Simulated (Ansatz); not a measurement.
Born–Oppenheimer molecular dynamics of a periodic cell of 36 atoms, Be (start crystal Be, start structure hcp, volume 1.1 times the crystal's). It goes on from the last frame of an earlier run, with new velocities.

These are results of Ansatz, DFT PBE, scalar-relativistic, plane waves, PAW, not measurements. Settings: cutoff 420 eV, k mesh 2x2x2, fermi-dirac smearing 0.36 eV, no spin polarisation.

| Quantity | Value |
| --- | --- |
| ensemble | NVT, Langevin thermostat |
| time step | 1.12 fs |
| steps asked | 100 |
| set temperature | 3360 K |
| friction | 0.02 /fs |
| temperature schedule | 75 steps to 300 K, then 25 steps to 300 K |
| seed | 495433 |

First frame:

```xyz
36
Lattice="7.0918 0.0000 0.0000 -3.5459 6.1416 0.0000 0.0000 0.0000 7.4085" Properties=species:S:1:pos:R:3
Be 0.015 -0.046 -0.283
Be 0.608 2.066 2.447
Be -0.299 -0.150 3.682
Be -0.527 1.300 5.505
Be -1.052 1.582 0.044
Be -1.741 3.926 2.099
Be -1.040 1.802 3.735
Be -1.754 3.117 5.906
Be -2.260 4.250 -0.046
Be -2.664 5.396 1.901
Be -2.200 3.911 4.065
Be -1.976 6.097 6.286
Be 2.457 0.351 0.275
Be 2.646 1.001 2.001
Be 2.516 -0.406 4.024
Be 2.443 1.760 5.494
Be 1.063 1.822 -0.427
Be 1.674 3.426 1.452
Be 0.747 1.773 4.325
Be 1.182 3.575 5.804
Be 0.090 3.577 -0.150
Be 0.088 5.207 1.933
Be -0.109 3.654 3.776
Be -0.175 5.602 6.109
Be 4.752 0.474 -0.428
Be 4.798 1.464 1.757
Be 5.179 -0.042 3.331
Be 4.441 1.138 5.328
Be 4.022 2.228 -0.394
Be 3.628 2.970 1.762
Be 3.550 1.935 3.557
Be 3.113 3.667 5.378
Be 2.034 4.492 -0.326
Be 2.582 5.803 1.422
Be 1.942 3.617 3.533
Be 1.688 5.235 4.981
```

(1) What does the run give?

(2) What happens to the structure?

(3) How do temperature and energy run in time?

Results:

(1) All steps were run.

```json
{
  "steps done": "100",
  "time covered": "112 fs",
  "mean temperature over the second half": "1599 K",
  "spread of the potential energy over the second half": "49.8 meV per atom",
  "mean potential energy of the second half above the start": "-162.7 meV per atom"
}
```

The schedule's set-point averaged 560 K over the second half and the system 1599 K, so it lags behind the ramp. A run of 0.11 ps of so small a system gives no equilibrium averages. Limits of this set-up: coarse k mesh.

(2) Mean squared displacements from the first frame to the last, about the centre of mass: Be 0.48 Å². The details hang on the random start.

(3) 
```json
{"time (fs)": "0.0", "T (K)": "3267", "potential energy less start (eV)": "0.000"}
{"time (fs)": "5.6", "T (K)": "2830", "potential energy less start (eV)": "0.593"}
{"time (fs)": "11.2", "T (K)": "3375", "potential energy less start (eV)": "-2.069"}
{"time (fs)": "16.8", "T (K)": "3768", "potential energy less start (eV)": "-3.177"}
{"time (fs)": "22.4", "T (K)": "3564", "potential energy less start (eV)": "-3.800"}
{"time (fs)": "28.0", "T (K)": "2823", "potential energy less start (eV)": "-3.739"}
{"time (fs)": "33.6", "T (K)": "2670", "potential energy less start (eV)": "-2.842"}
{"time (fs)": "39.2", "T (K)": "2863", "potential energy less start (eV)": "-3.613"}
{"time (fs)": "44.8", "T (K)": "3303", "potential energy less start (eV)": "-5.745"}
{"time (fs)": "50.4", "T (K)": "3274", "potential energy less start (eV)": "-6.603"}
{"time (fs)": "56.0", "T (K)": "2574", "potential energy less start (eV)": "-4.805"}
{"time (fs)": "61.6", "T (K)": "2212", "potential energy less start (eV)": "-4.380"}
{"time (fs)": "67.2", "T (K)": "2136", "potential energy less start (eV)": "-5.076"}
{"time (fs)": "72.8", "T (K)": "1931", "potential energy less start (eV)": "-5.168"}
{"time (fs)": "78.4", "T (K)": "1434", "potential energy less start (eV)": "-3.760"}
{"time (fs)": "84.0", "T (K)": "1167", "potential energy less start (eV)": "-4.097"}
{"time (fs)": "89.6", "T (K)": "1278", "potential energy less start (eV)": "-5.641"}
{"time (fs)": "95.2", "T (K)": "1336", "potential energy less start (eV)": "-6.542"}
{"time (fs)": "100.8", "T (K)": "1371", "potential energy less start (eV)": "-7.764"}
{"time (fs)": "106.4", "T (K)": "1330", "potential energy less start (eV)": "-8.967"}
{"time (fs)": "112.0", "T (K)": "1226", "potential energy less start (eV)": "-9.338"}
```

Run time: 11 min on 1 thread of Arm Neoverse V2 (shared host), peak memory 0.68 GiB.
